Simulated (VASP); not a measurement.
Here is the system:

```
CELL_PARAMETERS angstrom
      2.69372     0.00000     0.00000
      0.00000     2.69372     0.00000
      0.00000     0.00000     3.71684
ATOMIC_POSITIONS crystal
  Co 0.00000 0.00000 0.00000
  Pt 0.50000 0.50000 0.50000
```
Starting moments (μB, in the order of the record's atoms Co Pt): 1.9 0.4.

Computed with PBE GGA, VASP's PBE PAW potentials (set 64) (plane waves; VASP). Run with 520 eV cut-off, 15×15×11 Γ-centred mesh, tetrahedra with Blöchl corrections, potentials Co Pt.

Unless said otherwise, spin-orbit coupling is left out, though it shifts the bands of the heavy elements here.

Question: What does the run give for the cell moment, energy per atom (σ→0), band gap (on the k-mesh) with the smallest direct gap where there is one?

Answer: 
```json
{
  "band gap (on the k-mesh)": "none (metal, semimetal or under 0.01 eV)",
  "cell_moment": "2.26 μB",
  "energy per atom (σ→0)": "-6.656 eV/atom"
}
```

Question: Give the moment on each site (PAW-sphere projection).

Answer: 
```
site  moment (μB)
----  -----------
Co1          1.89
Pt2          0.38
```

Total energies compare only between runs with the same potentials, cut-off and functional.

The compound is CoPt in the L1_0 structure. It was relaxed first.
